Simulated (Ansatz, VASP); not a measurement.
# BP: VASP beside Ansatz

```
B P
1.0
     0.00000    2.26009    2.26009
     2.26009    0.00000    2.26009
     2.26009    2.26009    0.00000
B P
1 1
Direct
  0.00000 0.00000 0.00000
  0.25000 0.25000 0.25000
```

Alike in both runs: functional PBEsol; k mesh 10 × 10 × 10; occupations gaussian, width 0.02 eV; no spin polarisation.

Ansatz relaxed the structure, and its values are those at the end. VASP's run is a single point on that final structure, the one shown.

```csv
,VASP,Ansatz
version,VASP 6.6.1,Ansatz 0.2.0
potentials or method,"VASP PAW PBE potentials, release 64 (B, P)","scalar-relativistic, plane waves, PAW"
plane-wave cutoff (eV),520,420
valence electrons in the cell,8,8
```

```tsv
	VASP	Ansatz	Ansatz less VASP
gap on the k mesh at the Fermi level (eV)	1.12	1.12	+0.004
least direct gap on the mesh (eV)	3.37	3.38	+0.006
pressure (GPa)	0.1	0.0	-0.10
```

With one functional, cell and mesh, what is left measures potentials, basis and numerics.

Caveats: the PAW data sets were made with another functional, which shifts forces and pressure a little (VASP). A k mesh can miss the band edges.
